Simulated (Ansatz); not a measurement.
Write the native input for Ansatz 0.2.0 that does the following.

```
Task                : single point
Functional          : PBE
Potentials or basis : all-electron LAPW, scalar-relativistic
Cutoff              : 195 eV (chosen from the basis error)
Basis error allowed : 0.002 eV/atom
k mesh              : 6 × 6 × 6
Occupations         : fermi-dirac, width 0.06 eV
Spin                : no spin polarisation
```

Si:

```xyz
2
Lattice="0.0000 2.7219 2.7219 2.7219 0.0000 2.7219 2.7219 2.7219 0.0000" Properties=species:S:1:pos:R:3 pbc="T T T"
Si    2.7219    2.7219    2.7219
Si    4.0828    4.0828    4.0828
```

The input as run:

input.yaml

```yaml
crystal:
  lattice:
    - [0.0, 2.7218511865, 2.7218511865]
    - [2.7218511865, 0.0, 2.7218511865]
    - [2.7218511865, 2.7218511865, 0.0]
  atoms:
    - { symbol: Si, position: [0.5, 0.5, 0.5] }
    - { symbol: Si, position: [0.75, 0.75, 0.75] }
kpoints:
  mp_grid: { grid: [6, 6, 6] }
scf:
  occupations: { method: fermi_dirac, width: 0.06 }
hamiltonian:
  xc: pbe
  pseudopotentials: { kind: all_electron, lapw: { basis_error: 0.002 } }
output:
  forces: true
  stress: true
  eigenvalues: true
```

Potentials or basis: all-electron LAPW, scalar-relativistic.

Launch:

```console
$ ansatz run input.yaml --threads 1 --pin off --max-ram 3072MiB --backend cpu --events-out ev --progress --plain --runs-dir out
```

Results of the run:

```yaml
Pressure: 1.4 GPa
Band_gap_on_the_k_mesh: 0.72 eV, indirect (least direct gap 2.56 eV)
```

It took 1.3 s on 1 thread of Arm Neoverse V2, on a shared host, peak memory 0.2 GiB.
